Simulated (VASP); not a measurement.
Write the native input for VASP 6.6.1 that does the following.

```
Task                   : band structure
Functional             : r2SCAN
Potentials or basis    : VASP PAW PBE potentials, release 64 (Ga_d, Sb)
Cutoff                 : 520 eV
k mesh                 : 10 × 10 × 10
Occupations            : gaussian, width 0.03 eV
Spin                   : no spin polarisation
Further INCAR settings : ALGO = Normal; EDIFF = 1e-06; NBANDS = 16
```

The structure of GaSb lies in POSCAR:

```
GaSb                                    
1.0
    0.0000000000      3.0573977441      3.0573977441
    3.0573977441      0.0000000000      3.0573977441
    3.0573977441      3.0573977441      0.0000000000
  Ga              Sb            
     1     1
Direct
     1.0000000000000000    1.0000000000000000    1.0000000000000000
     0.2500000000000000    0.2500000000000000    0.2500000000000000
```

The cell was built by a generator and needn't be a form met in nature.

The input as run:

INCAR

```
SYSTEM = GaSb
PREC = Accurate ; ENCUT = 520
EDIFF = 1E-6 ; ISMEAR = 0
SIGMA = 0.03 ; LREAL = .False.
LASPH = .True. ; NELM = 80
ALGO = Normal ; ISIF = 2
LWAVE = .False. ; LCHARG = .False.
METAGGA = R2SCAN ; LMIXTAU = .True.
NBANDS = 16
```

KPOINTS

```
Automatic mesh
0
Gamma
  10 10 10
  0 0 0
```

KPOINTS_OPT

```
explicit points
109
Reciprocal
 0.0000000000  0.0000000000  0.0000000000 1
 0.0555555556  0.0000000000  0.0555555556 1
 0.1111111111  0.0000000000  0.1111111111 1
 0.1666666667  0.0000000000  0.1666666667 1
 0.2222222222  0.0000000000  0.2222222222 1
 0.2777777778  0.0000000000  0.2777777778 1
 0.3333333333  0.0000000000  0.3333333333 1
 0.3888888889  0.0000000000  0.3888888889 1
 0.4444444444  0.0000000000  0.4444444444 1
 0.5000000000  0.0000000000  0.5000000000 1
 0.5000000000  0.0000000000  0.5000000000 1
 0.5000000000  0.0277777778  0.5277777778 1
 0.5000000000  0.0555555556  0.5555555556 1
 0.5000000000  0.0833333333  0.5833333333 1
 0.5000000000  0.1111111111  0.6111111111 1
 0.5000000000  0.1388888889  0.6388888889 1
 0.5000000000  0.1666666667  0.6666666667 1
 0.5000000000  0.1944444444  0.6944444444 1
 0.5000000000  0.2222222222  0.7222222222 1
 0.5000000000  0.2500000000  0.7500000000 1
 0.5000000000  0.2500000000  0.7500000000 1
 0.4861111111  0.2638888889  0.7500000000 1
 0.4722222222  0.2777777778  0.7500000000 1
 0.4583333333  0.2916666667  0.7500000000 1
 0.4444444444  0.3055555556  0.7500000000 1
 0.4305555556  0.3194444444  0.7500000000 1
 0.4166666667  0.3333333333  0.7500000000 1
 0.4027777778  0.3472222222  0.7500000000 1
 0.3888888889  0.3611111111  0.7500000000 1
 0.3750000000  0.3750000000  0.7500000000 1
 0.3750000000  0.3750000000  0.7500000000 1
 0.3333333333  0.3333333333  0.6666666667 1
 0.2916666667  0.2916666667  0.5833333333 1
 0.2500000000  0.2500000000  0.5000000000 1
 0.2083333333  0.2083333333  0.4166666667 1
 0.1666666667  0.1666666667  0.3333333333 1
 0.1250000000  0.1250000000  0.2500000000 1
 0.0833333333  0.0833333333  0.1666666667 1
 0.0416666667  0.0416666667  0.0833333333 1
 0.0000000000  0.0000000000  0.0000000000 1
 0.0000000000  0.0000000000  0.0000000000 1
 0.0555555556  0.0555555556  0.0555555556 1
 0.1111111111  0.1111111111  0.1111111111 1
 0.1666666667  0.1666666667  0.1666666667 1
 0.2222222222  0.2222222222  0.2222222222 1
 0.2777777778  0.2777777778  0.2777777778 1
 0.3333333333  0.3333333333  0.3333333333 1
 0.3888888889  0.3888888889  0.3888888889 1
 0.4444444444  0.4444444444  0.4444444444 1
 0.5000000000  0.5000000000  0.5000000000 1
 0.5000000000  0.5000000000  0.5000000000 1
 0.5138888889  0.4722222222  0.5138888889 1
 0.5277777778  0.4444444444  0.5277777778 1
 0.5416666667  0.4166666667  0.5416666667 1
 0.5555555556  0.3888888889  0.5555555556 1
 0.5694444444  0.3611111111  0.5694444444 1
 0.5833333333  0.3333333333  0.5833333333 1
 0.5972222222  0.3055555556  0.5972222222 1
 0.6111111111  0.2777777778  0.6111111111 1
 0.6250000000  0.2500000000  0.6250000000 1
 0.6250000000  0.2500000000  0.6250000000 1
 0.6111111111  0.2500000000  0.6388888889 1
 0.5972222222  0.2500000000  0.6527777778 1
 0.5833333333  0.2500000000  0.6666666667 1
 0.5694444444  0.2500000000  0.6805555556 1
 0.5555555556  0.2500000000  0.6944444444 1
 0.5416666667  0.2500000000  0.7083333333 1
 0.5277777778  0.2500000000  0.7222222222 1
 0.5138888889  0.2500000000  0.7361111111 1
 0.5000000000  0.2500000000  0.7500000000 1
 0.5000000000  0.2500000000  0.7500000000 1
 0.5000000000  0.2777777778  0.7222222222 1
 0.5000000000  0.3055555556  0.6944444444 1
 0.5000000000  0.3333333333  0.6666666667 1
 0.5000000000  0.3611111111  0.6388888889 1
 0.5000000000  0.3888888889  0.6111111111 1
 0.5000000000  0.4166666667  0.5833333333 1
 0.5000000000  0.4444444444  0.5555555556 1
 0.5000000000  0.4722222222  0.5277777778 1
 0.5000000000  0.5000000000  0.5000000000 1
 0.5000000000  0.5000000000  0.5000000000 1
 0.4861111111  0.4861111111  0.5277777778 1
 0.4722222222  0.4722222222  0.5555555556 1
 0.4583333333  0.4583333333  0.5833333333 1
 0.4444444444  0.4444444444  0.6111111111 1
 0.4305555556  0.4305555556  0.6388888889 1
 0.4166666667  0.4166666667  0.6666666667 1
 0.4027777778  0.4027777778  0.6944444444 1
 0.3888888889  0.3888888889  0.7222222222 1
 0.3750000000  0.3750000000  0.7500000000 1
 0.6250000000  0.2500000000  0.6250000000 1
 0.6111111111  0.2222222222  0.6111111111 1
 0.5972222222  0.1944444444  0.5972222222 1
 0.5833333333  0.1666666667  0.5833333333 1
 0.5694444444  0.1388888889  0.5694444444 1
 0.5555555556  0.1111111111  0.5555555556 1
 0.5416666667  0.0833333333  0.5416666667 1
 0.5277777778  0.0555555556  0.5277777778 1
 0.5138888889  0.0277777778  0.5138888889 1
 0.5000000000  0.0000000000  0.5000000000 1
 0.0000000000  0.0000000000  0.0000000000 1
 0.3750000000  0.3750000000  0.7500000000 1
 0.5000000000  0.5000000000  0.5000000000 1
 0.6250000000  0.2500000000  0.6250000000 1
 0.5000000000  0.2500000000  0.7500000000 1
 0.5000000000  0.0000000000  0.5000000000 1
 0.4000000000  0.0000000000  0.4000000000 1
 0.4250000000  0.0000000000  0.4250000000 1
 0.4500000000  0.0000000000  0.4500000000 1
```

Potentials or basis: VASP PAW PBE potentials, release 64 (Ga_d, Sb).

Launch:

```bash
$ cat potpaw_PBE.64/Ga_d/POTCAR potpaw_PBE.64/Sb/POTCAR > POTCAR
$ mpirun -np 1 vasp_std > vasp.out
```

Results of the run:

```yaml
Pressure: 0.5 GPa
Band_gap_on_the_k_mesh: 0.46 eV, direct
Band_gap_along_the_path: 0.46 eV, direct
```

Caveat: the PAW data sets were made with another functional, which shifts forces and pressure a little; spin-orbit coupling is left out, which moves the levels of the heavy elements.

It took 110 s on 1 thread of Intel(R) Xeon(R) 6975P-C (Granite Rapids) (shared host), peak memory 0.23 GiB.
